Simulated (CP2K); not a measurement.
Crystal: FeSi.

```
Fe Si
1.0
     4.55070    0.00000    0.00000
     0.00000    4.55070    0.00000
     0.00000    0.00000    4.55070
Fe Si
4 4
Direct
  0.86348 0.63652 0.36348
  0.63652 0.36348 0.86348
  0.36348 0.86348 0.63652
  0.13652 0.13652 0.13652
  0.15760 0.34240 0.65760
  0.34240 0.65760 0.15760
  0.65760 0.15760 0.34240
  0.84240 0.84240 0.84240
```

Program: CP2K 2026.2. Alike in all runs: task band structure; spin collinear, ferromagnetic start; cell as given; k mesh 6 × 6 × 6.

Problem. Order these runs on this cell by their pressure, lowest first.
A. level LDA; potentials or basis GTH_POTENTIALS Fe GTH-PADE-q16, Si GTH-PADE-q4; TZVP-MOLOPT-PBE-GTH basis; smearing fermi-dirac 0.1 eV; NGRIDS 4; points a segment of the path (NPOINTS) 8; bands added on the path 2; CUTOFF of the grids 500 Ry
B. level r2SCAN; potentials or basis POTENTIAL_UZH Fe GTH-SCAN-q16, Si GTH-SCAN-q4; TZVP-MOLOPT-SCAN-GTH basis; smearing fermi-dirac 0.05 eV; NGRIDS 4; points a segment of the path (NPOINTS) 10; bands added on the path 6; CUTOFF of the grids 700 Ry
C. level PBEsol; potentials or basis POTENTIAL_UZH Fe GTH-PBE-q16, Si GTH-PBE-q4; TZVP-MOLOPT-PBE-GTH basis; smearing fermi-dirac 0.0259 eV; NGRIDS 5; points a segment of the path (NPOINTS) 8; bands added on the path 2; CUTOFF of the grids 500 Ry

Solution. A (-20.8 GPa), C (-14.2 GPa), B (-6.4 GPa).

Caveats: the basis of atomic orbitals isn't converged, which shifts pressures, moduli and gaps; so large a pressure means that the cell lies far from this level's equilibrium, or that cutoff or potentials fall short (some runs); the potentials were made for another functional, which shifts forces and pressure (some runs).

Runs at the PBE level aren't shown here.
